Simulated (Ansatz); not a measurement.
**Pd under changes of volume**

One of the cells (14.750 Å³/atom); the others are scaled copies at fixed shape and fractional positions:

```
Pd
1.0
     0.00000    1.94650    1.94650
     1.94650    0.00000    1.94650
     1.94650    1.94650    0.00000
Pd
1
Direct
  0.00000 0.00000 0.00000
```

```yaml
Program: Ansatz 0.2.0
Functional: r2SCAN
Dispersion: rVV10
Potentials_or_basis: Ansatz PAW
Cutoff: "500 eV (not typed: the program's choice for these potentials)"
k_mesh: 12 × 12 × 12
Occupations: fermi-dirac, width 0.05 eV
Spin: no spin polarisation
```

```csv
volume (Å³/atom),energy over the lowest point (meV/atom),pressure (GPa)
13.865,32.51,13.6
14.160,12.75,8.2
14.455,2.29,3.5
14.750,0.00,-0.7
15.045,?,?
15.340,16.07,-7.5
15.635,32.72,-10.3
```

Task: What does the run at 15.045 Å³/atom give?

Result: Energy over the lowest point 4.88 meV/atom; pressure -4.3 GPa.

Worked out: A Birch-Murnaghan fit of order 3 (a polynomial in V^(-2/3)) to the other rows has its minimum at 14.69 Å³/atom with B0 = V·E''(V) = 199 GPa and B' = 5.6. It gives 4.90 meV/atom at 15.045 Å³/atom, against the run's 4.88, and -dE/dV = -4.4 GPa, against -4.3.

Energies are extrapolated to zero smearing.

Caveats: the PAW data sets come from PBE, with cores solved anew for the run's functional, which leaves a small shift of forces and pressure.
